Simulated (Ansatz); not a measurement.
# Cr (P6_3/mmc) in Ansatz: further runs

One crystal, Cr, is run at these levels: PBEsol; tasks: single point.

All numbers are computed with Ansatz 0.2.0; they aren't measurements. Logs are shortened: lines on timing, memory, paths and dates and some standing lists are left out, and cuts for length are marked.

**1. The crystal as given**

The structure is hexagonal, space group P6_3/mmc (No. 194). Conventional cell: a = 2.714 Å, b = 2.714 Å, c = 4.410 Å, α = 90.00°, β = 90.00°, γ = 120.00°. Around Cr (site symmetry -6m2) lie 12 Cr at 2.71 Å.

This isn't the form of Cr at room conditions, which is bcc.

**2. Single point, PBEsol, collinear spin, program default start**

input.yaml

```yaml
crystal:
  lattice:
    - [2.714, 0.0, 0.0]
    - [-1.357, 2.3503929459, 0.0]
    - [0.0, 0.0, 4.41]
  atoms:
    - { symbol: Cr, position: [0.6666666667, 0.3333333333, 0.75] }
    - { symbol: Cr, position: [0.3333333333, 0.6666666667, 0.25] }
hamiltonian:
  xc: pbesol
  pseudopotentials: { kind: paw }
magnetization:
  spin_polarized: true
  initial_magnetization: 0.0
  spin_locking: { lock_magnetization: hard }
kpoints:
  mp_grid: { grid: [9, 9, 5] }
scf:
  occupations: { method: fermi_dirac, width: 0.05 }
  lower_state_search: "off"
output:
  forces: true
  stress: true
  eigenvalues: true
```

Potentials or basis: Ansatz PAW.

Command:

```sh
$ ansatz run input.yaml --threads 2 --pin off --max-ram 5632MiB --backend cpu --events-out ev --progress --plain --runs-dir out
```

Standard output:

```text
Warning: output.stress: scf.convergence.dr2_threshold = 1e-7 eV (the SCF's general default) is looser than the 2e-10 eV advised for a printed stress (1e-10 eV for each atom of the cell: 2). What an SCF threshold leaves in a stress goes as its square root, and in the free energy as the threshold itself, and one threshold admits the most on a small cell: of the crystals measured, under no hybrid functional and no lock of the moments, on runs that ended without the residual-converged pass, on stresses that held no estimate of that error, the worst erred by over 100 MPa in a component at 1e-7 eV an atom and by under 5 at 1e-10. Set scf.convergence.dr2_threshold to 2e-10 eV or tighter. The threshold is an SCF's pass mark: one that does not reach it within its budget of iterations ends unconverged, or closes short of it on a stop that the run arms, and scf.convergence.dr2_threshold's page says what that costs each kind of run
Warning: RAYON_NUM_THREADS=2 ignored (pool sized by the plan → 2); use --threads N
Engine: ansatz 0.2.0, aarch64-unknown-linux-gnu
Pseudopotentials: kind: paw
Pseudopotential: Cr, paw, valence charge 14, recommended cutoff 420 eV (normal), Cr.paw.azcp
Functional definition: PBEsol
  exchange = pbesol_x
  correlation = pbesol_c
Crystal: 2 atoms, lattice volume = 28.131 Å³
Basis set: ecut = 420 eV, 549 PW (Γ), exchange–correlation on 40×40×60 points (8 copies of the dense FFT grid, shifted against one another)
Bands: 18, of which v1, the nominal top of the filled ones, is band 14 counted from 1 (13 counted from 0)
Symmetry: 24 space group operations
Space group: P63/mmc (ITA 194), of the structure as read, at distance tolerance 3.0e-5 Å
k-points: 36 of 405
Non-local potential: Cr, projectors of the file, l = 0: 3, l = 1: 2, l = 2: 3, l = 3: 1
PAW form: soft (Blöchl's): semilocal exchange-correlation on the pseudo side does not see the compensation charge
PAW frozen core: Cr, regenerated for the run's functional, and the local potential with it (the file was generated under x = pbe(κ = 0.804, μ = 0.2195149727645171), c = pbe(β = 0.06672455060314922))
PAW one-centre angular grid: Cr, 590 points (default); XC on 64 Gauss nodes
Initial density: superposition of atomic densities (chi_scale 0.1, normalization cell)
Initial wavefunctions: pseudopotential atomic-orbital guess
Functional: x = pbesol(κ = 0.804, μ = 0.12345679012345678), c = pbesol(β = 0.046)
SCF iter   1: F=—  HF=-6700.847721 eV  |F-HF|=—  |Δ(HF+E_count)|=         —  Δρ=1.26e-1 (↑1.26e-1 ↓1.26e-1)  dr2=1.59e1  dr2_m=0.00e0  M=0.000 μB ∫|m|=0.000 μB  β_m=0.30  ethr=3.10e-3  ⟨swp⟩=3.1  Hψ=2293  notcnv=0
preconditioner: auto → none  [metal: Δε(μ)=0.020 eV  Ē_g=3.950 eV  σ=0.050 eV  W_gap=0.10  n_scr=8 (ndim 8)  ℏωp=24.3 eV  f_vac=0.000  D(μ)=3.10/eV (n_scr^D=36)  sad-step TF]
SCF iter   2: F=—  HF=-6697.689827 eV  |F-HF|=—  |Δ(HF+E_count)|=    3.16e0  Δρ=5.63e-2 (↑5.63e-2 ↓5.63e-2)  dr2=3.51e0  dr2_m=0.00e0  M=0.000 μB ∫|m|=0.000 μB  β_m=0.41  ethr=3.10e-3  ⟨swp⟩=2.1  Hψ=1515  notcnv=0
SCF iter   3: F=—  HF=-6696.846705 eV  |F-HF|=—  |Δ(HF+E_count)|=   8.43e-1  Δρ=1.34e-2 (↑1.34e-2 ↓1.34e-2)  dr2=6.58e-2  dr2_m=0.00e0  M=0.000 μB ∫|m|=0.000 μB  β_m=0.61  ethr=3.10e-3  ⟨swp⟩=2.6  Hψ=1432  notcnv=0
SCF iter   4: F=—  HF=-6696.803798 eV  |F-HF|=—  |Δ(HF+E_count)|=   4.29e-2  Δρ=2.44e-3 (↑2.44e-3 ↓2.44e-3)  dr2=6.29e-3  dr2_m=0.00e0  M=0.000 μB ∫|m|=0.000 μB  β_m=0.81  ethr=2.35e-4  ⟨swp⟩=2.2  Hψ=1483  notcnv=0
SCF iter   5: F=—  HF=-6696.804902 eV  |F-HF|=—  |Δ(HF+E_count)|=   1.10e-3  Δρ=2.33e-3 (↑2.33e-3 ↓2.33e-3)  dr2=4.53e-3  dr2_m=0.00e0  M=0.000 μB ∫|m|=0.000 μB  β_m=0.84  ethr=2.25e-5  ⟨swp⟩=2.1  Hψ=1297  notcnv=0
SCF iter   6: F=—  HF=-6696.804135 eV  |F-HF|=—  |Δ(HF+E_count)|=   7.67e-4  Δρ=9.01e-4 (↑9.01e-4 ↓9.01e-4)  dr2=7.03e-4  dr2_m=0.00e0  M=0.000 μB ∫|m|=0.000 μB  β_m=0.79  ethr=1.62e-5  ⟨swp⟩=2.1  Hψ=828  notcnv=0
SCF iter   7: F=—  HF=-6696.804016 eV  |F-HF|=—  |Δ(HF+E_count)|=   1.18e-4  Δρ=1.67e-4 (↑1.67e-4 ↓1.67e-4)  dr2=2.44e-5  dr2_m=0.00e0  M=0.000 μB ∫|m|=0.000 μB  β_m=0.80  ethr=2.51e-6  ⟨swp⟩=2.0  Hψ=849  notcnv=0
SCF iter   8: F=—  HF=-6696.804019 eV  |F-HF|=—  |Δ(HF+E_count)|=   3.13e-6  Δρ=1.51e-5 (↑1.51e-5 ↓1.51e-5)  dr2=1.81e-7  dr2_m=0.00e0  M=0.000 μB ∫|m|=0.000 μB  β_m=0.90  ethr=8.70e-8  ⟨swp⟩=2.0  Hψ=866  notcnv=0
SCF iter   9: F=-6696.804019 eV  HF=-6696.804019 eV  |F-HF|=2.59e-10  |Δ(HF+E_count)|=   7.59e-8  Δρ=1.41e-6 (↑1.41e-6 ↓1.41e-6)  dr2=1.84e-9  dr2_m=0.00e0  M=0.000 μB ∫|m|=0.000 μB  ethr=3.57e-10  ⟨swp⟩=4.3  Hψ=2593  notcnv=0
SCF 1 converged in 9 iterations: F = -6696.804019 eV  dr2 = 1.84e-9
SCF converged after 9 iterations
Stability checked in part: among states of this total moment the steps that led to this state did not find it unstable. No probe was made; neither looks for a lower state of another moment (fixed_total_moment; see scf.lower_state_search)
Magnetization: 0.0000 μB (14.0000 up, 14.0000 down)
Absolute magnetization: 0.0000 μB (∫|ρ↑−ρ↓|)
Spin contamination: 0.0000 ħ² per cell (⟨S²⟩ above its minimum at these occupations)
Per-site moments (μB) at R_I (Å): [(0.0, 1.1158327308725133), (0.0, 1.1158327308725133)]
Free energy (F): -6696.804019 eV
Harris-Foulkes:  -6696.804019 eV  (|F-HF|=2.59e-10)
Internal energy: -6696.759541 eV  (E = F + TS)
E sigma→0 (E₀):  -6696.781780 eV
Entropy (-TS):   -0.044478 eV (-22.239 meV/atom)
Fermi energy:    15.076630 (↑ 15.076630, ↓ 15.076630) eV
--- Per-component energies (eV) ---
  E_band       = -395.103778
  E_kinetic    = 678.196775
  E_local      = -2695.483035  (includes V_loc(G=0)·N_el)
  E_nonlocal   = 159.491779
  E_hartree    = 1144.501948
  E_xc         = -274.217264
  E_vxc        = -351.130265  (∫ρ·V_xc dr)
  E_paw        = -2332.748538  (= ΣΔE_a)
  E_vpaw       = -475.180889  (= ΣTr[D̂ρ^β])
  E_aug_tail   = 0.000760  (compensation charges beyond the density's cutoff)
  E_ewald      = -3376.821965
  E_core_change = 0.319999  (= ΣΔE_core)
  E_smearing   = -0.044478  (= −TS)
  E_closure    = -0.000000  (closes the sum)
  Σ components = -6696.804019   (vs F -6696.804019, Δ=0.00e0)
--- Forces (eV/Å), atoms counted from 1 ---
  atom   1  Cr     0.00000000     0.00000000     0.00000000
  atom   2  Cr     0.00000000    -0.00000000     0.00000000
  max |Σ_I F_I| component: 2.78e-17 eV/Å
--- Stress (GPa, compression-positive) ---
      -37.299061       0.000000       0.000000
        0.000000     -37.299061       0.000000
        0.000000       0.000000     -27.623284
  P = ⅓ Tr σ = -34.0738 GPa (-340.738 kbar)
--- Band table (eV; the first three rows and the last of 72) ---
  k-point 0 ↑: bands = ["-56.2008", "-56.1104", "-27.8287", "-27.4348", "-27.4348", "-27.3670", "-27.3670", "-27.3303", "8.0706", "11.7328", "14.7672", "14.7806", "14.7806", "15.1588", "15.1588", "15.6066", "15.6250", "15.6250"]
  k-point 1 ↑: bands = ["-56.1922", "-56.1191", "-27.7822", "-27.4283", "-27.4283", "-27.3790", "-27.3735", "-27.3735", "8.4210", "11.5458", "14.6358", "14.6990", "14.6990", "14.8880", "15.0402", "15.0402", "15.8719", "15.8719"]
  k-point 2 ↑: bands = ["-56.1697", "-56.1418", "-27.6593", "-27.5054", "-27.4114", "-27.4114", "-27.3904", "-27.3904", "9.3960", "10.6819", "14.2382", "14.3445", "14.6710", "14.6710", "14.8127", "14.8127", "16.3272", "16.3272"]
  k-point 35 ↓: bands = ["-56.0908", "-56.0908", "-27.7414", "-27.7414", "-27.6799", "-27.6337", "-27.4372", "-27.4372", "13.1163", "13.2237", "13.2237", "13.2688", "14.1270", "14.1270", "15.4359", "15.8084", "16.9304", "16.9304"]
```

It took 0.84 s on 2 threads of Arm Neoverse V1, shared host; peak memory 0.28 GiB.

What came out:

```yaml
Free_energy: -6696.8040 eV
Pressure: -34.1 GPa
Net_moment: 0.00 μB per cell
Absolute_moment: 0.00 μB per cell
```

Caveat: a pressure of tens of GPa on the cell as given is suspect, and the run, the potentials or the cell itself is likely at fault; the total moment is fixed, so each spin has its own Fermi level; the PAW data sets come from PBE, with cores solved anew for the run's functional, which leaves a small shift of forces and pressure; the thresholds are loose for stress.

**3. Single point, PBEsol, collinear spin, ferromagnetic start**

input.yaml, as its differences from that of step 2:

```diff
@@ -6,4 +6,4 @@
   atoms:
-    - { symbol: Cr, position: [0.6666666667, 0.3333333333, 0.75] }
-    - { symbol: Cr, position: [0.3333333333, 0.6666666667, 0.25] }
+    - { symbol: Cr, position: [0.6666666667, 0.3333333333, 0.75], spin: 0.75 }
+    - { symbol: Cr, position: [0.3333333333, 0.6666666667, 0.25], spin: 0.75 }
 hamiltonian:
@@ -13,3 +13,3 @@
   spin_polarized: true
-  initial_magnetization: 0.0
+  initial_magnetization: 1.5
   spin_locking: { lock_magnetization: hard }
```

Potentials or basis: Ansatz PAW.

Command:

```sh
$ ansatz run input.yaml --threads 2 --pin off --max-ram 5632MiB --backend cpu --events-out ev --progress --plain --runs-dir out
```

Standard output:

```text
Warning: output.stress: scf.convergence.dr2_threshold = 1e-7 eV (the SCF's general default) is looser than the 2e-10 eV advised for a printed stress (1e-10 eV for each atom of the cell: 2). What an SCF threshold leaves in a stress goes as its square root, and in the free energy as the threshold itself, and one threshold admits the most on a small cell: of the crystals measured, under no hybrid functional and no lock of the moments, on runs that ended without the residual-converged pass, on stresses that held no estimate of that error, the worst erred by over 100 MPa in a component at 1e-7 eV an atom and by under 5 at 1e-10. Set scf.convergence.dr2_threshold to 2e-10 eV or tighter. The threshold is an SCF's pass mark: one that does not reach it within its budget of iterations ends unconverged, or closes short of it on a stop that the run arms, and scf.convergence.dr2_threshold's page says what that costs each kind of run
Warning: RAYON_NUM_THREADS=2 ignored (pool sized by the plan → 2); use --threads N
[... 6 set-up lines as earlier in the session ...]
[... 59 lines left out ...]
  max |Σ_I F_I| component: 0.00e0 eV/Å
--- Stress (GPa, compression-positive) ---
      -34.468723       0.000000       0.000000
       -0.000000     -34.468723       0.000000
        0.000000       0.000000     -28.256707
  P = ⅓ Tr σ = -32.3981 GPa (-323.981 kbar)
--- Band table (eV; the first three rows and the last of 72) ---
  k-point 0 ↑: bands = ["-56.5156", "-56.4259", "-28.1072", "-27.7632", "-27.7632", "-27.6958", "-27.6958", "-27.6121", "7.9356", "11.5442", "14.4831", "14.4831", "14.5366", "14.8547", "14.8547", "15.3141", "15.3141", "15.4931", "16.5640"]
  k-point 1 ↑: bands = ["-56.5071", "-56.4345", "-28.0609", "-27.7568", "-27.7568", "-27.7023", "-27.7023", "-27.6605", "8.2855", "11.3688", "14.4020", "14.4020", "14.4087", "14.7380", "14.7380", "14.7447", "15.5586", "15.5586", "16.5385"]
  k-point 2 ↑: bands = ["-56.4848", "-56.4570", "-27.9389", "-27.7860", "-27.7400", "-27.7400", "-27.7192", "-27.7192", "9.2582", "10.5326", "14.0469", "14.1282", "14.3740", "14.3740", "14.5137", "14.5137", "16.0089", "16.0089", "16.3743"]
  k-point 35 ↓: bands = ["-55.7038", "-55.7038", "-27.3635", "-27.3635", "-27.2950", "-27.2482", "-27.0641", "-27.0641", "13.3953", "13.5034", "13.5034", "13.5321", "14.3924", "14.3924", "15.7888", "16.1758", "17.2631", "17.2631", "21.8064"]
```

Wall time 1.4 s (2 threads of Arm Neoverse V1, shared host); peak memory 0.28 GiB.

What came out:

- Free energy: -6696.8139 eV
- Pressure: -32.4 GPa
- Net moment: 1.50 μB per cell
- Absolute moment: 1.50 μB per cell
- Site moments: Cr +0.69 μB

Caveat: a pressure of tens of GPa on the cell as given is suspect, and the run, the potentials or the cell itself is likely at fault; the total moment is fixed, so each spin has its own Fermi level; the PAW data sets come from PBE, with cores solved anew for the run's functional, which leaves a small shift of forces and pressure; the thresholds are loose for stress.
